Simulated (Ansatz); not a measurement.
## How much do the gradients of SrTiO3 depend on the method?

Cell: an entry of the Crystallography Open Database (COD), whose atoms a relaxation with PBE at fixed cell left in place.

```xyz
5
Lattice="3.9050 0.0000 0.0000 0.0000 3.9050 0.0000 0.0000 0.0000 3.9050" Properties=species:S:1:pos:R:3 pbc="T T T"
Sr    0.0000    0.0000    0.0000
Ti    1.9525    1.9525    1.9525
O     0.0000    1.9525    1.9525
O     1.9525    0.0000    1.9525
O     1.9525    1.9525    0.0000
```

Sites (sets of like atoms) are named by element and the number of their first atom in this list.

First run. All values are calculated (Ansatz; DFT, PBE, plane waves and PAW, scalar-relativistic, 420 eV cutoff, Γ-centred 8×8×8 k-points, Fermi–Dirac smearing 0.02 eV), not measured.

| site | atom | V_zz (10²¹ V/m²) | η |
| --- | --- | --- | --- |
| O | 3 | 1.30 | 0.00 |

Second run. The same atoms and settings, except that the functional is LDA.

Task: What does the second run give?

Result: 

```
site  atom  V_zz     η  change of V_zz
   O     3  0.96  0.00           -0.34
```

The largest change of V_zz is on O, from 1.30 to 0.96. In per cent, |V_zz| changes by -26 on O (all sites that start above 0.5). Sites without a gradient aren't listed.

This high-symmetry form of SrTiO3 is unstable when cold, to tilts of the octahedra. The symmetry of the cell holds that distortion back, wholly or in part, and it would change the field gradients, the more the larger the distortion.
For the second run: At this cell the LDA pressure is -7 GPa, so with LDA the cell would shrink if it were relaxed.
